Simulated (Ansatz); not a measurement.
Runs of Ansatz 0.2.0 on AlPt. The structure is cubic, space group P2_13 (No. 198). Conventional cell: a = 4.879 Å, b = 4.879 Å, c = 4.879 Å, α = 90.00°, β = 90.00°, γ = 90.00°. Pt (site symmetry 3) is surrounded by 7 Al at 2.60 to 2.63 Å. Al (site symmetry 3) is surrounded by 7 Pt at 2.60 to 2.63 Å. The cell is a database's computed one.

```csv
level,U,hubbard projectors,double counting,gap on the mesh (eV),pressure (GPa),largest force (eV/Å)
PBEsol+U,Pt d U = 5 eV,ortho-atomic (the default),fll (the default),none,-0.5,(a)
PBEsol+U,Pt d U = 3 eV,ortho-atomic (the default),fll (the default),none,-1.0,(b)
PBEsol+U,Pt d U = 4 eV,ortho-atomic (the default),fll (the default),none,-0.8,0.02
PBEsol+U,Pt d U = 6 eV,ortho-atomic (the default),fll (the default),none,-0.3,0.02
PBEsol+U,Pt d U = 8 eV,ortho-atomic (the default),fll (the default),none,0.5,0.02
PBEsol+U,Pt d U = 2 eV,ortho-atomic (the default),fll (the default),none,-1.2,0.05
PBEsol,-,-,-,none,-1.2,0.05
```

Alike in all rows: task single point; potentials or basis Ansatz PAW; no spin polarisation; cell as given; k mesh 5 × 5 × 5; cutoff (eV) 420; smearing fermi-dirac 0.05 eV.

**Question.** Estimate the missing entries.

**Answer.** (a) 0.01; (b) 0.04.

Caveats: the PAW data sets come from PBE, with cores solved anew for the run's functional, which leaves a small shift of forces and pressure; U without spin polarisation on a metal has little footing (some runs); the U is typed as a test and isn't derived for this compound (some runs).

A k mesh can miss the band edges, and the runs leave out spin-orbit coupling on Pt.

A gap of «none» marks a metal or a gap under the smearing width.

Runs at the PBE level aren't shown here.
